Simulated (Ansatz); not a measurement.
**C: where the heat goes in a short trajectory**

Level of theory: DFT PBE, scalar-relativistic, plane waves, PAW in Ansatz. Settings: plane waves to 420 eV, k-mesh 2×2×2 (shifted by 0.5, 0.5, 0.5 steps), Fermi–Dirac smearing 0.02 eV. The mesh is coarse. No spin polarisation.

16 atoms start on the lattice sites below (V = 90.8 Å³, 1.00 times the source cell's; static pressure 1.74 GPa, largest force component 0.06 eV/Å) with velocities drawn for 200 K; Langevin thermostat aiming at the same temperature, fixed cell, 150 steps of 2 fs.

```yaml
crystal:
  lattice:
    - [3.56680, 0.00000, 3.56680]
    - [3.56680, 3.56680, 0.00000]
    - [0.00000, 3.56680, 3.56680]
  atoms:
    - { symbol: C, position: [0.25000, 0.25000, 0.25000] }
    - { symbol: C, position: [0.25000, 0.75000, 0.25000] }
    - { symbol: C, position: [0.75000, 0.25000, 0.25000] }
    - { symbol: C, position: [0.75000, 0.75000, 0.25000] }
    - { symbol: C, position: [0.25000, 0.25000, 0.75000] }
    - { symbol: C, position: [0.25000, 0.75000, 0.75000] }
    - { symbol: C, position: [0.75000, 0.25000, 0.75000] }
    - { symbol: C, position: [0.75000, 0.75000, 0.75000] }
    - { symbol: C, position: [0.37500, 0.37500, 0.37500] }
    - { symbol: C, position: [0.37500, 0.87500, 0.37500] }
    - { symbol: C, position: [0.87500, 0.37500, 0.37500] }
    - { symbol: C, position: [0.87500, 0.87500, 0.37500] }
    - { symbol: C, position: [0.37500, 0.37500, 0.87500] }
    - { symbol: C, position: [0.37500, 0.87500, 0.87500] }
    - { symbol: C, position: [0.87500, 0.37500, 0.87500] }
    - { symbol: C, position: [0.87500, 0.87500, 0.87500] }
```

| t (fs) | T (K) | kinetic energy (meV/atom) | potential energy over the first frame (meV/atom) | P with the kinetic part (GPa) |
| --- | --- | --- | --- | --- |
| 0.0 | 188 | 24.2 | 0.0 | 2.19 |
| 20.0 | 144 | 18.6 | 17.4 | 2.59 |
| 40.0 | 102 | 13.1 | 20.7 | 2.42 |
| 60.0 | 159 | 20.5 | 17.2 | 2.69 |
| 80.0 | 160 | 20.6 | 11.6 | 2.45 |
| 100.0 | 160 | 20.6 | 15.8 | 2.64 |
| 120.0 | 173 | 22.3 | 25.6 | 2.97 |
| 140.0 | 157 | 20.3 | 30.6 | 3.16 |
| 160.0 | 174 | 22.4 | 22.8 | 2.72 |
| 180.0 | 219 | 28.3 | 23.6 | 3.08 |
| 200.0 | 156 | 20.2 | 23.1 | 2.79 |
| 220.0 | 148 | 19.1 | 19.2 | 2.67 |
| 240.0 | 178 | 23.0 | 16.7 | 2.61 |
| 260.0 | 156 | 20.2 | 27.4 | 3.01 |
| 280.0 | 150 | 19.4 | 21.8 | 2.78 |
| 300.0 | 187 | 24.1 | 24.4 | 2.80 |

T counts 3N degrees of freedom. Means over every step of the second half, not only the rows shown: T = 171 K, kinetic energy 22.1 meV/atom, potential energy 22.4 meV/atom, P = 2.81 GPa.

Question: Does the potential energy follow equipartition for harmonic vibrations?

Answer: In a harmonic crystal each vibration holds as much potential as kinetic energy on average; T is counted on all 3N degrees of freedom here, and the thermostat also drives the centre of mass, which has no potential energy, so the share is (N − 1)/N of the kinetic energy, 20.8 meV/atom. The run has 22.4, a ratio of 1.08. That is near one, as for a crystal vibrating about its sites. So short a run gives a rough mean.

Question: Split the rise of pressure into the kinetic part and the rest. Can a thermal Grüneisen parameter be estimated?

Answer: The program counts the kinetic part as N k_B T/V = 0.42 GPa. The pressure lies 1.08 GPa over the static one in all, so the forces add 0.66 GPa. For a harmonic mode with ω ∝ V^(−γ) and an amplitude that scales with the cell, the forces add (2γ − 2/3)U/V, which needs no equipartition; when U equals the kinetic energy K, this and the kinetic part 2K/(3V) sum to the Mie–Grüneisen γE_th/V. With U = N × 22.4 meV, γ = 1/3 + V ΔP_forces/(2U) = 0.86, for harmonic vibrations a mean over the modes weighted by their potential energy, for uniform scaling of the cell (in a layered or otherwise anisotropic crystal this differs from γ under hydrostatic pressure). Most solids fall between 1 and 3, and tetrahedral, framework and layered ones often lower; anharmonic motion and pressure swings in a cell of 16 atoms make this value uncertain by tenths or more.